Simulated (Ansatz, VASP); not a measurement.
**Be: VASP beside Ansatz**

```
Be
1.0
    -1.25014    1.25014    1.25014
     1.25014   -1.25014    1.25014
     1.25014    1.25014   -1.25014
Be
1
Direct
  0.00000 0.00000 0.00000
```

Change from the starting cell: volume scaled by 1, norm-conserving files.

Alike in both runs: task single point; functional PBE; k mesh 21 × 21 × 21; occupations fermi-dirac, width 0.08 eV; no spin polarisation.

|  | VASP | Ansatz |
| --- | --- | --- |
| version | VASP 6.6.1 | Ansatz 0.2.0 |
| potentials or method | VASP PAW PBE potentials, release 64 (Be) | norm-conserving pseudopotentials, scalar-relativistic |
| plane-wave cutoff (eV) | 520 | 1800 |
| valence electrons in the cell | 2 | 4 |

Ansatz gave:

- pressure (GPa): 0.3

**Question.** Which values does VASP return?

**Answer.** Pressure (GPa): 0.2.

The two sets of potentials don't hold the same shells in valence.
